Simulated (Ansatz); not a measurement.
# Al (P6/mmm) in Ansatz: reference runs

How does Al come out in PBE? The cell is run as given and disturbed.

Program: Ansatz 0.2.0. These are calculated values, not measurements. Logs are shortened: lines on timing, memory, paths and dates and some standing lists are left out, and cuts for length are marked.

## Step 1: The structure

It takes space group P6/mmm (No. 191, hexagonal). Conventional cell: a = 4.492 Å, b = 4.492 Å, c = 2.723 Å, α = 90.00°, β = 90.00°, γ = 120.00°. Al (site symmetry -6m2) is surrounded by 5 Al at 2.59 to 2.72 Å.

The cell was built by a generator and needn't be a form met in nature.

## Step 2: Single point, PBE

Input file input.yaml:

```yaml
crystal:
  lattice:
    - [4.4916, 0.0, 0.0]
    - [-2.2458, 3.88984, 0.0]
    - [0.0, 0.0, 2.7226]
  atoms:
    - { symbol: Al, position: [0.33333, 0.66667, 0.0] }
    - { symbol: Al, position: [0.66667, 0.33333, 0.0] }
hamiltonian:
  xc: pbe
  pseudopotentials: { kind: paw }
kpoints:
  mp_grid: { grid: [7, 7, 10] }
scf:
  occupations: { method: fermi_dirac, width: 0.05 }
output:
  forces: true
  stress: true
  eigenvalues: true
```

Potentials or basis: Ansatz PAW.

Run with:

```
$ ansatz run input.yaml --threads 2 --pin off --max-ram 5632MiB --backend cpu --events-out ev --progress --plain --runs-dir out
```

The program printed:

```text
Warning: the atoms were moved onto the symmetric positions of the space group found under crystal.symmetry.tolerance 1.0e-5 (fractional; no operation is sought that the atoms, as they stand in a round, miss by more than twice it, and no atom is moved by as much as it), and the run uses the moved positions. Before a round's move an operation carried an atom to 4.49e-5 Å from where it should land, the largest such distance. Atom 0 (counting from 0) moved farthest, by 2.59e-5 Å; the longest move in fractions of the cell, of whichever atom, is 0.47 of the tolerance, in 1 round. To run the atoms as typed, lower crystal.symmetry.tolerance until the operations that they miss are no longer found, or set crystal.symmetry.detect: false (a key that needs symmetry detection or time reversal refuses this as the deck is read). The positions used, in the order of the run's atom list: position: [0.3333333333333333, 0.6666666666666666, 0.0]; position: [0.6666666666666666, 0.3333333333333333, 0.0]; The lattice was moved too: crystal.lattice keeps the space group found at crystal.symmetry.tolerance 1.0e-5 only nearly: the operation that it misses by the most changes a squared length by the fraction 1.32e-7. The run uses the lattice that is a stretch of the typed one, with no rotation, onto the one that keeps every operation to a double's rounding (on a very oblique basis the stretch itself rounds by more); the deck's lattice vector that moved farthest moved by 1.71e-7 Å. To run the lattice as typed, set crystal.symmetry.tolerance under 1.31e-7, the least fraction by which an operation that the lattice misses changes a squared length (the same key also sets how far an atom may lie from its image, so lowering it can lose operations that the atoms keep only within it), or set crystal.symmetry.detect: false, as for the atoms. crystal.lattice made exact, in Å and degrees: [[4.491600171104577, 0.0, 0.0], [-2.2458000855522884, 3.889839851819095, 0.0], [0.0, 0.0, 2.7226]]. Pasted over the deck's crystal.lattice, beside positions in fractional coordinates, it runs the same cell (given as lengths and angles, that cell in the form's own orientation, a rigid turn of the misfit's size from the one run here, for which a checkpoint.post_process_only pass over this run's state can be refused: where this run relaxes nothing, give such a pass this deck's own crystal.lattice, as typed; behind a relaxation, as crystal.lattice, the state's own cell, identity.cell in its checkpoint.json), and a matrix so pasted ends this notice, except on a very skew basis of the lattice, where the rounding of the pasted numbers themselves can read as a misfit: the cell is then moved again, and that move is told again. The lattice as run is in this notice's lattice.as_run_ang field (Run.prep()["deck_notices"] in Python, the deck_notice line of an events file, deck_notices of ansatz run --dry-run=json, or deck_notices in record.json in the deck's checkpoint.write directory).
Warning: RAYON_NUM_THREADS=2 ignored (pool sized by the plan → 2); use --threads N
Engine: ansatz 0.2.0, x86_64-unknown-linux-gnu
Pseudopotentials: kind: paw
Pseudopotential: Al, paw, valence charge 3, recommended cutoff 420 eV (normal), Al.paw.azcp
Functional definition: PBE
  parameter kappa = 0.804
  parameter beta = 0.06672455060314922
  exchange = pbe_x(kappa = kappa, mu = beta*pi^2/3)
  correlation = pbe_c(beta = beta)
Crystal: 2 atoms, lattice volume = 47.568 Å³
Basis set: ecut = 420 eV, 939 PW (Γ), exchange–correlation on 64×64×40 points (8 copies of the dense FFT grid, shifted against one another)
Bands: 7, of which v1, the nominal top of the filled ones, is band 3 counted from 1 (2 counted from 0)
Symmetry: 24 space group operations
Space group: P6/mmm (ITA 191), of the structure as read, at distance tolerance 3.6e-5 Å
k-points: 48 of 490
Non-local potential: Al, projectors of the file, l = 0: 2, l = 1: 2, l = 2: 1
PAW form: soft (Blöchl's): semilocal exchange-correlation on the pseudo side does not see the compensation charge
PAW one-centre angular grid: Al, 110 points (default); XC on 64 Gauss nodes
Initial density: superposition of atomic densities (neutral atoms: chi_scale 0, normalization atom), corrected by the library's trained network
Initial wavefunctions: pseudopotential atomic-orbital guess
Functional: x = pbe(κ = 0.804, μ = 0.2195149727645171), c = pbe(β = 0.06672455060314922)
SCF iter   1: F=—  HF=-1074.020344 eV  |F-HF|=—  |Δ(HF+E_count)|=         —  Δρ=2.55e-3  dr2=4.48e-3  ethr=1.77e-3  ⟨swp⟩=5.5  Hψ=3056  notcnv=0
preconditioner: auto → none  [metal: Δε(μ)=0.095 eV  Ē_g=7.471 eV  σ=0.050 eV  W_gap=0.41  n_scr=6 (ndim 8)  ℏωp=13.2 eV  f_vac=0.000  D(μ)=0.56/eV (n_scr^D=0)  sad-step TF]
SCF iter   2: F=—  HF=-1074.019783 eV  |F-HF|=—  |Δ(HF+E_count)|=   5.60e-4  Δρ=1.54e-3  dr2=1.71e-3  ethr=7.47e-5  ⟨swp⟩=1.0  Hψ=723  notcnv=0
SCF iter   3: F=—  HF=-1074.019442 eV  |F-HF|=—  |Δ(HF+E_count)|=   3.41e-4  Δρ=7.51e-5  dr2=2.64e-6  ethr=2.85e-5  ⟨swp⟩=2.0  Hψ=464  notcnv=0
SCF iter   4: F=—  HF=-1074.019483 eV  |F-HF|=—  |Δ(HF+E_count)|=   4.09e-5  Δρ=1.35e-5  dr2=9.94e-8  ethr=4.40e-8  ⟨swp⟩=2.4  Hψ=471  notcnv=0
iter 5 did not close the SCF: its close was put off for the readings that it lacked (scf_convergence_deferred on its scf_iter line)
SCF iter   5: F=-1074.019483 eV  HF=-1074.019483 eV  |F-HF|=1.31e-9  |Δ(HF+E_count)|=   1.50e-7  Δρ=1.25e-6  dr2=1.15e-9  ethr=1.66e-9  ⟨swp⟩=2.2  Hψ=463  notcnv=0
SCF iter   6: F=-1074.019483 eV  HF=-1074.019483 eV  |F-HF|=9.78e-12  |Δ(HF+E_count)|=   1.77e-9  Δρ=1.31e-7  dr2=9.32e-12  ethr=1.91e-11  ⟨swp⟩=1.5  Hψ=1063  notcnv=0
SCF 1 converged in 6 iterations: F = -1074.019483 eV  dr2 = 9.32e-12
SCF converged after 6 iterations
Free energy (F): -1074.019483 eV
Harris-Foulkes:  -1074.019483 eV  (|F-HF|=9.78e-12)
Internal energy: -1074.014539 eV  (E = F + TS)
E sigma→0 (E₀):  -1074.017011 eV
Entropy (-TS):   -0.004944 eV (-2.472 meV/atom)
Fermi energy:    4.159031 eV
--- Per-component energies (eV) ---
  E_band       = 2.972918
  E_kinetic    = 41.745142
  E_local      = -10.240725  (includes V_loc(G=0)·N_el)
  E_nonlocal   = 22.139501
  E_hartree    = 5.815457
  E_xc         = -77.118959
  E_vxc        = -54.711596  (∫ρ·V_xc dr)
  E_paw        = -934.951265  (= ΣΔE_a)
  E_vpaw       = -7.590316  (= ΣTr[D̂ρ^β])
  E_aug_tail   = -0.000004  (compensation charges beyond the density's cutoff)
  E_ewald      = -121.403686
  E_smearing   = -0.004944  (= −TS)
  E_closure    = 0.000000  (closes the sum)
  Σ components = -1074.019483   (vs F -1074.019483, Δ=0.00e0)
--- Forces (eV/Å), atoms counted from 1 ---
  atom   1  Al     0.00000000     0.00000000    -0.00000000
  atom   2  Al     0.00000000    -0.00000000     0.00000000
  max |Σ_I F_I| component: 4.63e-17 eV/Å
--- Stress (GPa, compression-positive) ---
        2.009598      -0.000000       0.000000
       -0.000000       2.009598       0.000000
        0.000000       0.000000       0.935479
  P = ⅓ Tr σ = 1.6516 GPa (16.516 kbar)
--- Band table (eV; the first three rows and the last of 48) ---
  k-point 0: bands = ["-4.7775", "3.2949", "3.2949", "3.7595", "6.3846", "6.3846", "9.6819"]
  k-point 1: bands = ["-4.5798", "3.4699", "3.4699", "3.9463", "6.5682", "6.5682", "9.4053"]
  k-point 2: bands = ["-3.9891", "3.9905", "3.9905", "4.4944", "7.1146", "7.1146", "7.2255"]
  k-point 47: bands = ["1.6366", "2.2408", "2.6314", "3.1515", "4.5408", "6.9638", "11.4739"]
```

It took 1.3 s on 2 threads of Intel Xeon at 2.50GHz (Skylake/Cascade Lake), shared host; peak memory 0.31 GiB.

Results:

| Quantity | Value |
| --- | --- |
| Free energy | -1074.0195 eV |
| Pressure | 1.7 GPa |
| Band gap on the k mesh | none (metal or under the smearing width) |

## Step 3: Single point, PBE (atoms moved at random, drawn with an rms of 0.05 Å)

input.yaml, as its differences from that of step 2:

```diff
@@ -6,4 +6,4 @@
   atoms:
-    - { symbol: Al, position: [0.33333, 0.66667, 0.0] }
-    - { symbol: Al, position: [0.66667, 0.33333, 0.0] }
+    - { symbol: Al, position: [0.316559, 0.657681, 0.011944] }
+    - { symbol: Al, position: [0.660345, 0.32091, -0.024846] }
 hamiltonian:
```

Potentials or basis: Ansatz PAW.

Run with:

```
$ ansatz run input.yaml --threads 2 --pin off --max-ram 5632MiB --backend cpu --events-out ev --progress --plain --runs-dir out
```

The program printed:

```text
Warning: RAYON_NUM_THREADS=2 ignored (pool sized by the plan → 2); use --threads N
[... 8 set-up lines as earlier in the session ...]
Crystal: 2 atoms, lattice volume = 47.568 Å³
Basis set: ecut = 420 eV, 939 PW (Γ), exchange–correlation on 64×64×40 points (8 copies of the dense FFT grid, shifted against one another)
Bands: 7, of which v1, the nominal top of the filled ones, is band 3 counted from 1 (2 counted from 0)
Symmetry: 2 space group operations
Space group: P-1 (ITA 2), of the structure as read, at distance tolerance 3.6e-5 Å
k-points: 246 of 490
[... 6 set-up lines as earlier in the session ...]
SCF iter   1: F=—  HF=-1074.017050 eV  |F-HF|=—  |Δ(HF+E_count)|=         —  Δρ=2.49e-3  dr2=4.23e-3  ethr=1.77e-3  ⟨swp⟩=5.5  Hψ=15708  notcnv=0
preconditioner: auto → none  [metal: Δε(μ)=0.037 eV  Ē_g=7.468 eV  σ=0.050 eV  W_gap=0.18  n_scr=6 (ndim 8)  ℏωp=13.2 eV  f_vac=0.000  D(μ)=0.60/eV (n_scr^D=0)  sad-step TF]
SCF iter   2: F=—  HF=-1074.016536 eV  |F-HF|=—  |Δ(HF+E_count)|=   5.13e-4  Δρ=1.50e-3  dr2=1.60e-3  ethr=7.05e-5  ⟨swp⟩=1.0  Hψ=3703  notcnv=0
SCF iter   3: F=—  HF=-1074.016233 eV  |F-HF|=—  |Δ(HF+E_count)|=   3.04e-4  Δρ=8.50e-5  dr2=5.42e-6  ethr=2.67e-5  ⟨swp⟩=2.0  Hψ=2400  notcnv=0
SCF iter   4: F=—  HF=-1074.016225 eV  |F-HF|=—  |Δ(HF+E_count)|=   8.14e-6  Δρ=3.21e-5  dr2=1.04e-6  ethr=9.03e-8  ⟨swp⟩=2.3  Hψ=2397  notcnv=0
iter 5 did not close the SCF: its close was put off for the readings that it lacked (scf_convergence_deferred on its scf_iter line)
SCF iter   5: F=-1074.016224 eV  HF=-1074.016224 eV  |F-HF|=3.03e-8  |Δ(HF+E_count)|=   9.20e-8  Δρ=7.13e-6  dr2=3.32e-8  ethr=1.73e-8  ⟨swp⟩=2.2  Hψ=2271  notcnv=0
SCF iter   6: F=-1074.016224 eV  HF=-1074.016224 eV  |F-HF|=1.05e-9  |Δ(HF+E_count)|=   3.86e-8  Δρ=8.49e-7  dr2=4.41e-10  ethr=5.54e-10  ⟨swp⟩=2.3  Hψ=5935  notcnv=0
SCF 1 converged in 6 iterations: F = -1074.016224 eV  dr2 = 4.41e-10
SCF converged after 6 iterations
Free energy (F): -1074.016224 eV
Harris-Foulkes:  -1074.016224 eV  (|F-HF|=1.05e-9)
Internal energy: -1074.011022 eV  (E = F + TS)
E sigma→0 (E₀):  -1074.013623 eV
Entropy (-TS):   -0.005202 eV (-2.601 meV/atom)
Fermi energy:    4.168787 eV
--- Per-component energies (eV) ---
  E_band       = 2.972672
  E_kinetic    = 41.741655
  E_local      = -10.251591  (includes V_loc(G=0)·N_el)
  E_nonlocal   = 22.138772
  E_hartree    = 5.821740
  E_xc         = -77.117838
  E_vxc        = -54.710153  (∫ρ·V_xc dr)
  E_paw        = -934.950112  (= ΣΔE_a)
  E_vpaw       = -7.589476  (= ΣTr[D̂ρ^β])
  E_aug_tail   = -0.000004  (compensation charges beyond the density's cutoff)
  E_ewald      = -121.393644
  E_smearing   = -0.005202  (= −TS)
  E_closure    = 0.000000  (closes the sum)
  Σ components = -1074.016224   (vs F -1074.016224, Δ=0.00e0)
--- Forces (eV/Å), atoms counted from 1 ---
  atom   1  Al     0.34768825    -0.06652609     0.13776331
  atom   2  Al    -0.34768825     0.06652609    -0.13776331
  max |Σ_I F_I| component: 0.00e0 eV/Å
--- Stress (GPa, compression-positive) ---
        1.670161       1.386872       0.098193
        1.386871       2.275352      -0.017541
        0.098193      -0.017541       0.998747
  P = ⅓ Tr σ = 1.6481 GPa (16.481 kbar)
--- Band table (eV; the first three rows and the last of 246) ---
  k-point 0: bands = ["-4.7796", "3.1760", "3.4237", "3.7576", "6.2552", "6.5150", "9.6783"]
  k-point 1: bands = ["-4.5819", "3.3507", "3.5993", "3.9442", "6.4384", "6.6992", "9.4071"]
  k-point 2: bands = ["-3.9910", "3.8703", "4.1217", "4.4909", "6.9837", "7.2306", "7.2473"]
  k-point 245: bands = ["-3.3959", "-0.8022", "1.8516", "5.8740", "7.9969", "10.9849", "11.2253"]
```

It took 5 s on 2 threads of Intel Xeon at 2.50GHz (Skylake/Cascade Lake), shared host; peak memory 0.4 GiB.

Results:

- Free energy: -1074.0162 eV
- Pressure: 1.6 GPa
- Largest force: 0.380 eV/Å
- Band gap on the k mesh: none (metal or under the smearing width)

Forces on the atoms (eV/Å):
```
Al   0.348 -0.067  0.138
Al  -0.348  0.067 -0.138
```
